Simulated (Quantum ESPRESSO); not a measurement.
## Ga: equation of state with LDA

The system is Ga.

```xyz
2
Lattice="2.7784 0.0000 0.0000 0.0000 3.2816 0.0000 -1.3434 0.0000 3.9903" Properties=species:S:1:pos:R:3 pbc="T T T"
Ga   -0.6607    2.4612    3.0732
Ga    2.0957    0.8204    0.9171
```

This isn't the form of Ga at room conditions, which is orthorhombic.

```json
{
 "Program": "Quantum ESPRESSO 7.5",
 "Task": "equation of state",
 "Functional": "LDA",
 "Potentials or basis": "GBRV 1.5 LDA",
 "Cutoff": "762 eV",
 "Density cutoff": "6095 eV",
 "k mesh": "10 × 8 × 7",
 "Occupations": "fermi-dirac, width 0.05 eV",
 "Spin": "no spin polarisation"
}
```

| Property | Result |
| --- | --- |
| Equilibrium volume | 17.39 Å³/atom |
| Bulk modulus at fixed shape and positions | 65 GPa |
| Pressure derivative of the bulk modulus | 4.4 |

Energy against volume, from the lowest point:
```
volume (Å³/atom)  energy (meV/atom)
          17.100               1.01
          17.463               0.00
          17.827               2.07
          18.191               6.81
          18.555              13.94
          18.919              23.26
          19.283              34.50
```

All runs of the series together: 6.3 min on 2 threads of Arm Neoverse V2, on a shared host.

Caveat: the cell was scaled at fixed shape and fractional positions, which overstates the stiffness of a crystal with free parameters, most of all of layers and chains.
